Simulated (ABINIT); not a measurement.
# HgTe (Fm-3m) in ABINIT: convergence with pawecutdg

Aim: find how far pawecutdg must go before the results for HgTe settle, at PBE. This setting moves, with any that are tied to it; all else stays.

Everything below comes from runs of ABINIT 10.8.3 (patched build). Logs are shortened: lines on timing, memory, paths and dates and some standing lists are left out, and cuts for length are marked. The log counts tension as positive stress, the text compression.

### 1 The crystal as given

The structure is cubic, space group Fm-3m (No. 225). The conventional cell has a = 6.360 Å, b = 6.360 Å, c = 6.360 Å, α = 90.00°, β = 90.00°, γ = 90.00°. Hg (site symmetry m-3m) has 6 Te at 3.18 Å as nearest neighbours. Te (site symmetry m-3m) is surrounded by 6 Hg at 3.18 Å.

Measurements of this composition are mostly on another form, of space group No. 216.

### 2 With pawecutdg 19.6

File run.abi:

```
# Pseudopotentials
pp_dirpath "./"
pseudos "Hg.GGA_PBE-JTH.xml, Te.GGA_PBE-JTH.xml"

# Structure
acell 8.4984746805 8.4984746805 8.4984746805
rprim
     0.0000000000     0.7071067812     0.7071067812
     0.7071067812     0.0000000000     0.7071067812
     0.7071067812     0.7071067812     0.0000000000
ntypat 2
znucl 80 52
natom 2
typat 1 2
xred
     0.0000000000     0.0000000000     0.0000000000
     0.5000000000     0.5000000000     0.5000000000

# Plane-wave basis
ecut 517.016339 eV
pawecutdg 19.6
pawxcdev 0

# k points
kptopt 1
ngkpt 7 7 7
nshiftk 1
shiftk 0.0 0.0 0.0

# Exchange and correlation
ixc 11

# Bands and occupations
nband 13
occopt 6
tsmear 0.00183747

# SCF cycle
nstep 100
tolvrs 1.0e-9

# Output
iomode 3
prtwf 0
prtden 0
prteig 0
prtebands 0
enunit 1
```

Potentials or basis: JTH PAW PBE v2.0.

On the command line:

```
> abinit run.abi > log 2>&1
```

run.abo:

```text
.Version 10.8.3 of ABINIT
 Symmetries : space group Fm -3 m (#225); Bravais cF (face-center cubic)
================================================================================
 Values of the parameters that define the memory need of the present run
     intxc =       0    ionmov =       0      iscf =      17    lmnmax =      18
     lnmax =       6     mgfft =      36  mpssoang =       3    mqgrid =    3001
     natom =       2  nloc_mem =       2    nspden =       1   nspinor =       1
    nsppol =       1      nsym =      48    n1xccc =       1    ntypat =       2
    occopt =       6   xclevel =       2
       mpw =        1735          nfft =       46656          nkpt =          20
 PAW method is used; the additional fine FFT grid is defined by:
   mgfftf=        36    nfftf =     46656
================================================================================
================================================================================

--------------------------------------------------------------------------------
------------- Echo of variables that govern the present computation ------------
--------------------------------------------------------------------------------
 -outvars: echo values of preprocessed input variables --------
            acell      8.4984746805E+00  8.4984746805E+00  8.4984746805E+00 Bohr
              amu      2.00590000E+02  1.27600000E+02
             ecut      1.90000000E+01 Hartree
           enunit           1
              ixc          11
         kptrlatt        7    0    0      0    7    0      0    0    7
          kptrlen      5.94893228E+01
            natom           2
            nband          13
            ngfft          36      36      36
          ngfftdg          36      36      36
             nkpt          20
            nstep         100
             nsym          48
           ntypat           2
           occopt           6
        pawecutdg      1.96000000E+01 Hartree
         pawxcdev           0
           prtden           0
        prtebands           0
           prteig           0
            prtwf           0
            rprim      0.0000000000E+00  7.0710678120E-01  7.0710678120E-01
                       7.0710678120E-01  0.0000000000E+00  7.0710678120E-01
                       7.0710678120E-01  7.0710678120E-01  0.0000000000E+00
          spgroup         225
           tolvrs      1.00000000E-09
           tsmear      1.83747000E-03 Hartree
            typat      1  2
           useylm           1
           xangst      0.0000000000E+00  0.0000000000E+00  0.0000000000E+00
                       3.1799999979E+00  3.1799999979E+00  3.1799999979E+00
            xcart      0.0000000000E+00  0.0000000000E+00  0.0000000000E+00
                       6.0093290764E+00  6.0093290764E+00  6.0093290764E+00
             xred      0.0000000000E+00  0.0000000000E+00  0.0000000000E+00
                       5.0000000000E-01  5.0000000000E-01  5.0000000000E-01
            znucl       80.00000   52.00000

================================================================================

 chkinp: Checking input parameters for consistency.

================================================================================
== DATASET  1 ==================================================================

--- !DatasetInfo
iteration_state: {dtset: 1, }
dimensions: {natom: 2, nkpt: 20, mband: 13, nsppol: 1, nspinor: 1, nspden: 1, mpw: 1735, }
cutoff_energies: {ecut:  19.0, pawecutdg:  19.6, }
electrons: {nelect:   1.80000000E+01, charge:   0.00000000E+00, occopt:   6.00000000E+00, tsmear:   1.83747000E-03, }
meta: {optdriver: 0, ionmov: 0, optcell: 0, iscf: 17, paral_kgb: 0, }
...

 Exchange-correlation functional for the present dataset will be:
  GGA: Perdew-Burke-Ernzerhof functional - ixc=11
  J.P.Perdew, K.Burke, M.Ernzerhof, PRL 77, 3865 (1996)

 Real(R)+Recip(G) space primitive vectors, cartesian coordinates (Bohr,Bohr^-1):
 R(1)=  0.0000000  6.0093291  6.0093291  G(1)= -0.0832040  0.0832040  0.0832040
 R(2)=  6.0093291  0.0000000  6.0093291  G(2)=  0.0832040 -0.0832040  0.0832040
[... 84 lines left out ...]
- [  1.27865087E-04,   0.00000000E+00,   0.00000000E+00, ]
- [  0.00000000E+00,   1.27865087E-04,   0.00000000E+00, ]
- [  0.00000000E+00,   0.00000000E+00,   1.27865087E-04, ]
pressure_GPa:  -3.7619E+00
xred      :
- [  0.0000E+00,   0.0000E+00,   0.0000E+00, Hg]
- [  5.0000E-01,   5.0000E-01,   5.0000E-01, Te]
cartesian_forces: # hartree/bohr
- [ -0.00000000E+00,  -0.00000000E+00,  -0.00000000E+00, ]
- [ -0.00000000E+00,  -0.00000000E+00,  -0.00000000E+00, ]
force_length_stats: {min:   0.00000000E+00, max:   0.00000000E+00, mean:   0.00000000E+00, }
...

 Integrated electronic density in atomic spheres:
 ------------------------------------------------
 Atom  Sphere_radius  Integrated_density
    1        2.40020          9.90910941
    2        2.31107          2.99661882

================================================================================

 ----iterations are completed or convergence reached----

 Mean square residual over all n,k,spin=   25.174E-09; max=  44.605E-07
 reduced coordinates (array xred) for    2 atoms
       0.000000000000      0.000000000000      0.000000000000
       0.500000000000      0.500000000000      0.500000000000
 rms dE/dt=  0.0000E+00; max dE/dt=  0.0000E+00; dE/dt below (all hartree)
    1       0.000000000000      0.000000000000      0.000000000000
    2       0.000000000000      0.000000000000      0.000000000000

 cartesian coordinates (angstrom) at end:
    1      0.00000000000000     0.00000000000000     0.00000000000000
    2      3.17999999791044     3.17999999791044     3.17999999791044

 cartesian forces (hartree/bohr) at end:
    1     -0.00000000000000    -0.00000000000000    -0.00000000000000
    2     -0.00000000000000    -0.00000000000000    -0.00000000000000
 frms,max,avg= 0.0000000E+00 0.0000000E+00   0.000E+00  0.000E+00  0.000E+00 h/b

 cartesian forces (eV/Angstrom) at end:
    1     -0.00000000000000    -0.00000000000000    -0.00000000000000
    2     -0.00000000000000    -0.00000000000000    -0.00000000000000
 frms,max,avg= 0.0000000E+00 0.0000000E+00   0.000E+00  0.000E+00  0.000E+00 e/A
 length scales=  8.498474680500  8.498474680500  8.498474680500 bohr
              =  4.497199125306  4.497199125306  4.497199125306 angstroms
 Fermi (or HOMO) energy (eV) =  -3.05675   Average Vxc (eV)=  -9.10494
 Eigenvalues (   eV  ) for nkpt=  20  k points:
 kpt#   1, nband= 13, wtk=  0.00292, kpt=  0.0000  0.0000  0.0000 (reduced coord)
 -14.33600   -9.35801   -9.35801   -9.30458   -9.30458   -9.30458   -4.46355   -3.61858
  -3.61858   -3.61858    4.55965    4.56171    4.62907
 prteigrs : prtvol=0 or 1, do not print more k-points.

--- !EnergyTerms
iteration_state     : {dtset: 1, }
comment             : Components of total free energy in Hartree
kinetic             :  1.26805330794960E+01
hartree             :  1.11092867070636E+01
xc                  : -7.22767946747727E+00
Ewald energy        : -4.08613297867813E+01
psp_core            :  6.34274648309067E+00
local_psp           : -3.15009354037093E+01
PAW spherical_terms : -1.08262514711146E+00
internal            : -5.05400035354291E+01
'-kT*entropy'       : -8.24567922854452E-06
total_energy        : -5.05400117811083E+01
total_energy_eV     : -1.37526378145217E+03
...

--- !EnergyTermsDC
iteration_state     : {dtset: 1, }
comment             : '"Double-counting" decomposition of free energy'
band_energy         : -5.58822470988449E+00
Ewald energy        : -4.08613297867813E+01
psp_core            :  6.34274648309067E+00
xc_dc               : -1.14916704049553E+01
PAW spherical_terms :  1.05845574061981E+00
internal            : -5.05400226779106E+01
'-kT*entropy'       : -8.24567922854452E-06
total_energy_dc     : -5.05400309235898E+01
total_energy_dc_eV  : -1.37526430234563E+03
...

--- !EnergyTermsWithPAWCore
iteration_state     : {dtset: 1, }
comment             : 'Components of total free energy, including PAW core contributions'
Total energy        : -2.64173137679118E+04
Total energy DC     : -2.64173137870543E+04
Total energy (eV)   : -7.18851728519920E+05
Total energy DC (eV): -7.18851729040814E+05
...

 Cartesian components of stress tensor (hartree/bohr^3)
  sigma(1 1)=  1.27865087E-04  sigma(3 2)=  0.00000000E+00
  sigma(2 2)=  1.27865087E-04  sigma(3 1)=  0.00000000E+00
  sigma(3 3)=  1.27865087E-04  sigma(2 1)=  0.00000000E+00

-Cartesian components of stress tensor (GPa)         [Pressure= -3.7619E+00 GPa]
- sigma(1 1)=  3.76192075E+00  sigma(3 2)=  0.00000000E+00
- sigma(2 2)=  3.76192075E+00  sigma(3 1)=  0.00000000E+00
- sigma(3 3)=  3.76192075E+00  sigma(2 1)=  0.00000000E+00

== END DATASET(S) ==============================================================
================================================================================

 -outvars: echo values of variables after computation  --------
            acell      8.4984746805E+00  8.4984746805E+00  8.4984746805E+00 Bohr
           etotal     -5.0540030924E+01
            fcart     -0.0000000000E+00 -0.0000000000E+00 -0.0000000000E+00
                      -0.0000000000E+00 -0.0000000000E+00 -0.0000000000E+00
            rprim      0.0000000000E+00  7.0710678120E-01  7.0710678120E-01
                       7.0710678120E-01  0.0000000000E+00  7.0710678120E-01
                       7.0710678120E-01  7.0710678120E-01  0.0000000000E+00
           strten      1.2786508732E-04  1.2786508732E-04  1.2786508732E-04
                       0.0000000000E+00  0.0000000000E+00  0.0000000000E+00
           xangst      0.0000000000E+00  0.0000000000E+00  0.0000000000E+00
                       3.1799999979E+00  3.1799999979E+00  3.1799999979E+00
             xred      0.0000000000E+00  0.0000000000E+00  0.0000000000E+00
                       5.0000000000E-01  5.0000000000E-01  5.0000000000E-01
 Calculation completed.
```

Run time: 27 s. Hardware: 1 thread of Arm Neoverse V1, shared host; peak memory 0.1 GiB.

What came out:

```
Free energy                                           : -1375.2643 eV
Pressure                                              : -3.8 GPa
Band gap on the k mesh                                : none (metal or under the smearing width)
Valence electrons inside the program's atomic spheres : Hg 9.91; Te 3.00
```

### 3 With pawecutdg 22.8

Changes to run.abi since step 2:

```diff
@@ -20,3 +20,3 @@
 ecut 517.016339 eV
-pawecutdg 19.6
+pawecutdg 22.8
 pawxcdev 0
```

Potentials or basis: JTH PAW PBE v2.0.

On the command line:

```
> abinit run.abi > log 2>&1
```

Wall time 27 s (1 thread of Arm Neoverse V1, shared host); peak memory 0.11 GiB.

The run converged. Its results:

- Free energy: -1375.2648 eV
- Pressure: -3.8 GPa
- Band gap on the k mesh: none (metal or under the smearing width)
- Valence electrons inside the program's atomic spheres: Hg 9.88; Te 3.06

### 4 With pawecutdg 28.5

Changes to run.abi since step 3:

```diff
@@ -20,3 +20,3 @@
 ecut 517.016339 eV
-pawecutdg 22.8
+pawecutdg 28.5
 pawxcdev 0
```

On the command line:

```
> abinit run.abi > log 2>&1
```

Wall time 27 s (1 thread of Arm Neoverse V1, shared host); peak memory 0.11 GiB.

The run converged. Its results:

* Free energy: -1375.2647 eV
* Pressure: -3.8 GPa
* Band gap on the k mesh: none (metal or under the smearing width)
* Valence electrons inside the program's atomic spheres: Hg 9.86; Te 3.06

### 5 With pawecutdg 34.2

Changes to run.abi since step 4:

```diff
@@ -20,3 +20,3 @@
 ecut 517.016339 eV
-pawecutdg 28.5
+pawecutdg 34.2
 pawxcdev 0
```

On the command line:

```
> abinit run.abi > log 2>&1
```

It took 27 s on 1 thread of Arm Neoverse V1, shared host; peak memory 0.12 GiB.

The run converged. Its results:

* Free energy: -1375.2647 eV
* Pressure: -3.8 GPa
* Band gap on the k mesh: none (metal or under the smearing width)
* Valence electrons inside the program's atomic spheres: Hg 9.87; Te 3.02

### 6 With pawecutdg 41.8

Changes to run.abi since step 5:

```diff
@@ -20,3 +20,3 @@
 ecut 517.016339 eV
-pawecutdg 34.2
+pawecutdg 41.8
 pawxcdev 0
```

Potentials or basis: JTH PAW PBE v2.0.

On the command line:

```
> abinit run.abi > log 2>&1
```

It took 27 s on 1 thread of Arm Neoverse V1, shared host; peak memory 0.12 GiB.

The run converged. Its results:

* Free energy: -1375.2647 eV
* Pressure: -3.8 GPa
* Band gap on the k mesh: none (metal or under the smearing width)
* Valence electrons inside the program's atomic spheres: Hg 9.88; Te 3.01

### 7 With pawecutdg 51.3

Changes to run.abi since step 6:

```diff
@@ -20,3 +20,3 @@
 ecut 517.016339 eV
-pawecutdg 41.8
+pawecutdg 51.3
 pawxcdev 0
```

On the command line:

```
> abinit run.abi > log 2>&1
```

It took 28 s on 1 thread of Arm Neoverse V1, shared host; peak memory 0.15 GiB.

It converged, with:

* Free energy: -1375.2646 eV
* Pressure: -3.8 GPa
* Band gap on the k mesh: none (metal or under the smearing width)
* Valence electrons inside the program's atomic spheres: Hg 9.87; Te 3.03

### 8 With pawecutdg 62.7

Changes to run.abi since step 7:

```diff
@@ -20,3 +20,3 @@
 ecut 517.016339 eV
-pawecutdg 51.3
+pawecutdg 62.7
 pawxcdev 0
```

On the command line:

```
> abinit run.abi > log 2>&1
```

Wall time 28 s (1 thread of Arm Neoverse V1, shared host); peak memory 0.17 GiB.

The run converged. Its results:

```
Free energy                                           : -1375.2647 eV
Pressure                                              : -3.8 GPa
Band gap on the k mesh                                : none (metal or under the smearing width)
Valence electrons inside the program's atomic spheres : Hg 9.87; Te 3.03
```

### 9 Summary

| pawecutdg | energy less the tightest run (meV/atom) | SCF cycles | CPU time (s) | peak memory (GiB) |
| --- | --- | --- | --- | --- |
| 19.6 | 0.20 | 18 | 27 | 0.1 |
| 22.8 | -0.03 | 18 | 27 | 0.11 |
| 28.5 | 0.03 | 18 | 27 | 0.11 |
| 34.2 | 0.02 | 18 | 27 | 0.12 |
| 41.8 | 0.02 | 18 | 27 | 0.12 |
| 51.3 | 0.04 | 18 | 28 | 0.15 |
| 62.7 | 0.00 | 18 | 28 | 0.17 |

Against the tightest run, the energy stays within 1 meV/atom from 19.6 on. The tightest run that finished is the yardstick and may itself not be fully converged.
